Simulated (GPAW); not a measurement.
Computed results, one entry a study.

```json
{"subject": "Quasiparticle gap of SiC (Moissanite) in GPAW", "lattice_ang": [[3.076, 0.0, 0.0], [-1.538, 2.6639, 0.0], [0.0, 0.0, 5.048]], "atoms": [["Si", 0.3333, 0.6667, 0.0], ["Si", 0.6667, 0.3333, 0.5], ["C", 0.3333, 0.6667, 0.385], ["C", 0.6667, 0.3333, 0.885]], "method": "DFT, PBE, plane waves, PAW (and 1 further level or step)", "program": "GPAW 26.7.0", "settings_of_one_run": "cutoff 600 eV, GPAW PAW setups 1.2.1 data release, 6×6×4 k-mesh, nbands 182", "cost": "4 runs, 3.9 min in all on 4 MPI ranks of Intel Xeon Platinum 8375C at 2.90GHz (Ice Lake), shared host (the runs of this entry)", "notes": "The cell and positions come from the Crystallography Open Database and are kept as given unless a step says otherwise. Bands and cutoff are finite, so the gap is not at the basis limit. The miss can reach some tenths of an eV and take either sign; the mesh is an error of its own.", "results": {"pbe_gap": "2.31 eV, indirect", "g0w0_gap_on_the_mesh": "3.04 eV", "gw_settings": "6×6×4 mesh, 172 bands, screening to 150 eV, Godby-Needs plasmon pole", "known_limits": "not at the basis limit"}}
```

[Paths, hosts, dates, memory and timing lines, banners, echoed tables and standing remarks are left out of the program output.]

[Logs are printed without paths, hosts, clocks, repeated set-up lines and the standing remarks that a program may print on its own settings, such as how far it seeks lower states.]

[Runs of the session that timed out or met a known fault of the program may be left out.]

[Hosts, paths, dates, database ids (printed as entryN), source tags and the programs' standing remarks are cut or masked in the printed files.]
